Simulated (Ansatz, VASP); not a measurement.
# SiO2: VASP beside Ansatz

The input INCAR:

```
  PREC = Accurate
  ENCUT = 520
  EDIFF = 1E-6
  ISMEAR = 0
  SIGMA = 0.05
  LREAL = F
  LASPH = T
  NELM = 60
  ALGO = Normal
  ISIF = 2
  LWAVE = F
  LCHARG = T
  GGA = CA
  LELF = T
  LVHAR = T
  NBANDS = 25
```

Contents of KPOINTS:

```
Automatic mesh
0
Gamma
  6 6 10
```

The input POSCAR:

```
SiO2
1.0
    4.3132438697      0.0000000000      0.0000000000
    0.0000000000      4.3132438697      0.0000000000
    0.0000000000      0.0000000000      2.8648565783
Si O
2 4
Direct
    0.5000000000      0.5000000000      0.5000000000
    0.0000000000      0.0000000000      0.0000000000
    0.6944252994      0.6944252994      0.0000000000
    0.1944252994      0.8055747006      0.5000000000
    0.3055747006      0.3055747006      0.0000000000
    0.8055747006      0.1944252994      0.5000000000
```

Input for Ansatz:

```yaml
crystal:
  lattice:
    - [4.3132438697, 0.0, 0.0]
    - [0.0, 4.3132438697, 0.0]
    - [0.0, 0.0, 2.8648565783]
  atoms:
    - { symbol: Si, position: [0.5, 0.5, 0.5] }
    - { symbol: Si, position: [0.0, 0.0, 0.0] }
    - { symbol: O, position: [0.6944252994, 0.6944252994, 0.0] }
    - { symbol: O, position: [0.1944252994, 0.8055747006, 0.5] }
    - { symbol: O, position: [0.3055747006, 0.3055747006, 0.0] }
    - { symbol: O, position: [0.8055747006, 0.1944252994, 0.5] }
basis:
  ecutwfc: 520.0
kpoints:
  mp_grid: { grid: [6, 6, 10] }
hamiltonian:
  xc: lda
  pseudopotentials: { kind: paw, azcp: { folder: soft_1 } }
scf:
  occupations: { method: gaussian, width: 0.05 }
output:
  forces: true
  stress: true
  eigenvalues: true
```

Alike in both runs: task single point; functional LDA; k mesh 6 × 6 × 10; occupations gaussian, width 0.05 eV; no spin polarisation.

|  | VASP | Ansatz |
| --- | --- | --- |
| version | VASP 6.6.1 | Ansatz 0.2.0 |
| potentials or method | VASP PAW LDA potentials, release 64 (Si, O) | scalar-relativistic, plane waves, PAW |
| plane-wave cutoff (eV) | 520 | 520 |
| valence electrons in the cell | 32 | 32 |

VASP gave:

* gap on the k mesh at the Fermi level (eV): 3.19
* least direct gap on the mesh (eV): 3.19
* rms of the force components (eV/Å): 0.197

Q: Estimate Ansatz's values.

A: gap on the k mesh at the Fermi level (eV): 3.19; least direct gap on the mesh (eV): 3.19; rms of the force components (eV/Å): 0.205.

Atom by atom the forces differ by 0.008 eV/Å (rms over components). Ansatz warned: «pseudo_functional_mismatch».
